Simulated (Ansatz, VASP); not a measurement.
Sb: VASP beside Ansatz

File INCAR:

```
SYSTEM = Sb
ALGO = Normal
EDIFF = 1E-7
EDIFFG = -0.01
ENCUT = 600
GGA = PE
IBRION = 2
ISIF = 3
ISMEAR = -1
LASPH = .True.
LCHARG = .False.
LREAL = .False.
LWAVE = .False.
NELM = 80
NSW = 60
PREC = Accurate
SIGMA = 0.05
```

Contents of KPOINTS:

```
k-points
0
Gamma
  10 10 10
  0 0 0
```

Contents of POSCAR:

```
Sb
1.0
   -1.8713408863      1.8713408863      1.8713408863
    1.8713408863     -1.8713408863      1.8713408863
    1.8713408863      1.8713408863     -1.8713408863
Sb
1
Direct
    0.0000000000      0.0000000000      0.0000000000
```

Contents of input.yaml:

```yaml
crystal:
  lattice:
    - [-1.8713408863, 1.8713408863, 1.8713408863]
    - [1.8713408863, -1.8713408863, 1.8713408863]
    - [1.8713408863, 1.8713408863, -1.8713408863]
  atoms:
    - { symbol: Sb, position: [0.0, 0.0, 0.0] }
hamiltonian:
  xc: pbe
  pseudopotentials: { kind: paw }
kpoints:
  mp_grid: { grid: [10, 10, 10] }
scf:
  occupations: { method: fermi_dirac, width: 0.05 }
output:
  forces: true
  stress: true
  eigenvalues: true
  write_density: true
  write_potential: true
  elf: true
  volumetric_format: npy
relax:
  f_tol: 0.01
  max_steps: 40
  cell: { stress_tol: 0.05 }
```

This isn't the form of Sb at room conditions, which is rhombohedral.

Alike in both runs: task relaxation of cell and atoms; functional PBE; k mesh 10 × 10 × 10; occupations fermi-dirac, width 0.05 eV; no spin polarisation.

```csv
,VASP,Ansatz
version,VASP 6.6.1,Ansatz 0.2.0
potentials or method,"VASP PAW PBE potentials, release 64 (Sb)",Ansatz PAW
plane-wave cutoff (eV),600,420
valence electrons in the cell,5,15
```

|  | VASP | Ansatz | Ansatz less VASP |
| --- | --- | --- | --- |
| gap on the k mesh at the Fermi level, each at its own relaxed structure (eV) | none | none | - |
| relaxed volume (Å³/atom) | 27.44 | 27.50 | +0.062 |
| relaxed cell length with the largest relative difference (Å) | 3.291 | 3.294 | +0.0025 |
| energy change over the relaxation (meV/atom) | -11 | -12 | -1.0 |

A gap of «none» marks a metal or a gap that the smearing closes. The two sets of potentials don't hold the same shells in valence.

Caveats: the plane-wave basis is chosen anew once the cell has moved, so the energies of steps on either side of that aren't comparable (Ansatz). The runs have no spin-orbit coupling, so splittings on Sb are missing.
